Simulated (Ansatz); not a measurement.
# C2H2Cl2 (trans-1,2-dichloroethylene): the vertical ionisation energy from total energies

C2H2Cl2 has 6 atoms, charge 0, and is taken as a singlet. As SMILES, `Cl/C=C/Cl`. Geometry: relaxed at PBE0-D4/def2-TZVP.

```xyz
6

Cl    1.7263   -0.2677    1.2301
C     0.6135   -0.2351   -0.0730
C    -0.6135    0.2351    0.0730
Cl   -1.7263    0.2677   -1.2301
H     0.9941   -0.6250   -1.0074
H    -0.9940    0.6250    1.0074
```

Both states at this one shape; open shells run unrestricted unless said. 1 Eh = 27.2114 eV.

```tsv
level	program	singlet C2H2Cl2 (Eh)	doublet [C2H2Cl2]+ (Eh)	HOMO of the first (eV)
HF/def2-SVPD	Ansatz	-995.530901	-995.199851	-10.07
wB97M-V/x2c-SV(P)all (sfX2C)	Ansatz	-1000.169568	-999.817789	-9.30
```

Work out the vertical ionisation energy at each level.


1. HF/def2-SVPD: -995.199851 − (-995.530901) = 0.331050 Eh = 9.01 eV; −ε(HOMO) = 10.07 eV.
2. wB97M-V/x2c-SV(P)all (sfX2C): -999.817789 − (-1000.169568) = 0.351779 Eh = 9.57 eV; −ε(HOMO) = 9.30 eV.

No measured value is set beside it here; the levels span 9.01 to 9.57 eV. In Hartree–Fock, −ε(HOMO) (Koopmans) exceeds the difference of totals by the orbital relaxation of the ion. Hartree–Fock favours the state with fewer electron pairs, since it lacks pair correlation.
